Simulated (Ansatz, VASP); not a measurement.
## HfO2 in VASP and in Ansatz

File INCAR:

```
SYSTEM = HfO2
PREC = Accurate
ENCUT = 600
EDIFF = 1E-6
ISMEAR = -1
SIGMA = 0.05
LREAL = .FALSE.
LASPH = .TRUE.
NELM = 60
ALGO = Normal
ISIF = 3
LWAVE = .FALSE.
LCHARG = .FALSE.
GGA = PE
IVDW = 12
IBRION = 2
NSW = 60
EDIFFG = -0.01
```

The input KPOINTS:

```
Automatic mesh
0
G
  6 6 8
  0 0 0
```

Contents of POSCAR:

```
HfO2
1.0
    4.8135329900      0.0000000000      0.0000000000
    0.0000000000      4.8135329900      0.0000000000
    0.0000000000      0.0000000000      3.2054154100
Hf O
2 4
Direct
    0.5000000000      0.5000000000      0.5000000000
    0.0000000000      0.0000000000      0.0000000000
    0.8050448800      0.1949551200      0.5000000000
    0.6949551200      0.6949551200      0.0000000000
    0.3050448800      0.3050448800      0.0000000000
    0.1949551200      0.8050448800      0.5000000000
```

The input input.yaml:

```yaml
crystal:
  lattice:
    - [4.81353299, 0.0, 0.0]
    - [0.0, 4.81353299, 0.0]
    - [0.0, 0.0, 3.20541541]
  atoms:
    - { symbol: Hf, position: [0.5, 0.5, 0.5] }
    - { symbol: Hf, position: [0.0, 0.0, 0.0] }
    - { symbol: O, position: [0.80504488, 0.19495512, 0.5] }
    - { symbol: O, position: [0.69495512, 0.69495512, 0.0] }
    - { symbol: O, position: [0.30504488, 0.30504488, 0.0] }
    - { symbol: O, position: [0.19495512, 0.80504488, 0.5] }
hamiltonian:
  xc: pbe
  pseudopotentials: { kind: paw }
  dispersion: d3bj
kpoints:
  mp_grid: { grid: [6, 6, 8] }
scf:
  occupations: { method: fermi_dirac, width: 0.05 }
output:
  forces: true
  stress: true
  eigenvalues: true
relax:
  f_tol: 0.01
  max_steps: 40
  cell: { stress_tol: 0.05 }
```

Measurements of this composition are mostly on another form, of space group No. 14.

Alike in both runs: task relaxation of cell and atoms; functional PBE; dispersion D3(BJ); k mesh 6 × 6 × 8; occupations fermi-dirac, width 0.05 eV; no spin polarisation.

|  | VASP | Ansatz |
| --- | --- | --- |
| version | VASP 6.6.1 | Ansatz 0.2.0 |
| potentials or method | VASP PAW PBE potentials, release 64 (Hf_pv, O) | Ansatz PAW |
| plane-wave cutoff (eV) | 600 | 420 |
| valence electrons in the cell | 44 | 76 |

Ansatz gave:

```
gap on the k mesh at the Fermi level, each at its own relaxed structure (eV) : 3.94
relaxed volume (Å³/atom)                                                     : 12.69
relaxed cell length with the largest relative difference (Å)                 : 4.856
energy change over the relaxation (meV/atom)                                 : -5
```

Question: Which values does VASP return?

Answer: gap on the k mesh at the Fermi level, each at its own relaxed structure (eV): 3.94; relaxed volume (Å³/atom): 12.51; relaxed cell length with the largest relative difference (Å): 4.833; energy change over the relaxation (meV/atom): -1.

The two sets of potentials don't hold the same shells in valence.

Caveats: spin-orbit coupling is left out, which moves the levels of the heavy elements; the plane-wave basis is chosen anew once the cell has moved, so the energies of steps on either side of that aren't comparable (Ansatz); the pressure holds a Pulay correction of +0.7 GPa for the finite cutoff (Ansatz). A k mesh can miss the band edges.
